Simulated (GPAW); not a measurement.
Si2Ni, 3 atoms in the cell. Symmetry: Fm-3m, No. 225, cubic system. Conventional cell: a = 5.406 Å, b = 5.406 Å, c = 5.406 Å, α = 90.00°, β = 90.00°, γ = 90.00°. Around Ni (site symmetry m-3m) lie 8 Si at 2.34 Å. Si (site symmetry -43m) is surrounded by 4 Ni at 2.34 Å. 

| Quantity | Value |
| --- | --- |
| Program | GPAW 26.7.0 |
| Task | relaxation of cell and atoms |
| Functional | RPBE |
| Dispersion | D3(BJ) |
| Potentials or basis | the program's PAW data sets (release 1.2.1) made for this functional |
| Cutoff | 600 eV |
| Basis | pw |
| k mesh | 9 × 9 × 9 |
| Occupations | fermi-dirac, width 0.05 eV |
| Spin | collinear spin, ferromagnetic start |
| Starting moments | [1.0, 0.0, 0.0] μB |
| Maxiter | 150 |
| Optimizer | BFGS |
| Fmax | 0.02 eV/Å |
| Max steps | 40 |
| Convergence | density=1e-05 forces=0.0001 |

Potentials or basis: the program's PAW data sets (release 1.2.1) made for this functional, pw.

Run with:

```sh
$ OMP_NUM_THREADS=1 python run.py
```

Hardware: 1 thread of Arm Neoverse V1 (shared host).

Task: Estimate the wall time of this run.

Result: Run time: 4.2 min on 1 thread of Arm Neoverse V1 (shared host), peak memory 0.28 GiB. Counts: scf iterations 56, plane waves 1363, bands 24, k points 35, ion steps 5.
